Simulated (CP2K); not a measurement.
Runs of CP2K 2026.2 on BN. The structure is hexagonal, space group P6_3/mmc (No. 194). The conventional cell has a = 2.498 Å, b = 2.498 Å, c = 6.636 Å, α = 90.00°, β = 90.00°, γ = 120.00°. N (site symmetry -6m2) has 3 B at 1.44 Å as nearest neighbours. Around B (site symmetry -6m2) lie 3 N at 1.44 Å. 

| task | level | potentials or basis | D3 from the s-dftd3 library (D3_REFERENCE_CODE) | cutoff radius of the dispersion sum (A) | points a segment of the path (NPOINTS) | bands added on the path | cutoff of the non-local correlation (Ry) | gap on the mesh (eV) | pressure (GPa) |
| --- | --- | --- | --- | --- | --- | --- | --- | --- | --- |
| single point | r2SCAN+D3(BJ)+ATM | POTENTIAL_UZH N GTH-SCAN-q5, B GTH-SCAN-q3; TZVP-MOLOPT-SCAN-GTH basis | yes | 20 | - | - | - | 4.88 | -0.4 |
| band structure | AM05 | POTENTIAL_UZH N GTH-PBE-q5, B GTH-PBE-q3; TZVP-MOLOPT-PBE-GTH basis | - | - | 10 | 2 | - | (b) | 4.9 |
| band structure | PBE | POTENTIAL_UZH N GTH-PBE-q5, B GTH-PBE-q3; TZVP-MOLOPT-PBE-GTH basis | - | - | 10 | 2 | - | (c) | 5.2 |
| single point | r2SCAN+rVV10 | POTENTIAL_UZH N GTH-SCAN-q5, B GTH-SCAN-q3; TZVP-MOLOPT-SCAN-GTH basis | - | - | - | - | 300 | 4.84 | 0.1 |
| band structure | BLYP | POTENTIAL_UZH N GTH-PBE-q5, B GTH-PBE-q3; TZVP-MOLOPT-PBE-GTH basis | - | - | 10 | 2 | - | (d) | 7.8 |
| band structure | LDA | POTENTIAL_UZH N GTH-PBE-q5, B GTH-PBE-q3; TZVP-MOLOPT-PBE-GTH basis | - | - | 10 | 2 | - | 4.09 | (a) |
| single point | r2SCAN | POTENTIAL_UZH N GTH-SCAN-q5, B GTH-SCAN-q3; TZVP-MOLOPT-SCAN-GTH basis | - | - | - | - | - | 4.88 | 0.6 |
| single point | r2SCAN+D3(BJ) | POTENTIAL_UZH N GTH-SCAN-q5, B GTH-SCAN-q3; TZVP-MOLOPT-SCAN-GTH basis | yes | 20 | - | - | - | 4.88 | -0.6 |

Alike in all rows: no spin polarisation; cell as given; k mesh 12 × 12 × 4; smearing fermi-dirac 0.05 eV.

Question: Estimate the missing entries.

Answer: (a) 3.8; (b) 4.20; (c) 4.30; (d) 4.44.

Caveats: the basis of atomic orbitals isn't converged, which shifts pressures, moduli and gaps; the potentials were made for another functional, which shifts forces and pressure (some runs); this functional lacks dispersion, which binds the layers, so the pressure and a relaxed spacing across them are unreliable (some runs).

A k mesh can miss the band edges.
